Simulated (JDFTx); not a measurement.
**KF in JDFTx: convergence with k mesh**

Crystal: KF.

```
K F
1.0
     3.25895    0.00000    0.00000
     0.00000    3.25895    0.00000
     0.00000    0.00000    3.25895
K F
1 1
Direct
  0.00000 0.00000 0.00000
  0.50000 0.50000 0.50000
```

The cell comes from a database or a generator and needn't be the stable form of this composition.

* Program: JDFTx 1.7.0 (patched build)
* Task: convergence study
* Functional: RPBE
* Potentials or basis: SG15-PBE-1.2
* Cutoff: 1088 eV
* Density cutoff: 8708 eV
* k mesh: 1 × 1 × 1
* Occupations: fermi-dirac, width 0.05 eV
* Spin: no spin polarisation

These are the settings of the first run; the series varies k mesh, with any setting tied to it.

Hardware: 1 thread of AMD EPYC 9R45 96-Core Processor (Zen 5), with other jobs on the host.

Problem. The values tried are 1 × 1 × 1, 2 × 2 × 2, 3 × 3 × 3, 4 × 4 × 4, 5 × 5 × 5, 6 × 6 × 6, 8 × 8 × 8, 10 × 10 × 10, loosest first. From which on does the energy stay within 1 meV/atom of the tightest run that finished?

Solution. From 4 × 4 × 4 on.

```csv
k mesh,"energy less the tightest run, at zero smearing (meV/atom)",pressure (GPa),gap on the mesh (eV),SCF cycles,CPU time (s),peak memory (GiB)
1 × 1 × 1,2031.23,35.80,5.403,21,2.7,0.09
2 × 2 × 2,43.04,4.01,6.577,18,4.6,0.09
3 × 3 × 3,1.70,3.08,6.670,23,5.1,0.1
4 × 4 × 4,0.10,3.04,6.622,19,8.9,0.1
5 × 5 × 5,0.01,3.04,6.650,20,8.6,0.1
6 × 6 × 6,0.00,3.04,6.622,19,15,0.1
8 × 8 × 8,0.00,3.04,6.622,19,24,0.12
10 × 10 × 10,0.00,3.04,6.622,19,38,0.14
```

Against the tightest run, the pressure stays within 0.1 GPa from 3 × 3 × 3 on; the gap on the mesh stays within 0.01 eV from 6 × 6 × 6 on. Meshes of other sizes hit other points, so gaps and Fermi surfaces needn't settle smoothly. The tightest run that finished is the yardstick and may itself not be fully converged.

Caveat, for the tightest run too: the potentials were made for another functional, which shifts forces and pressure.
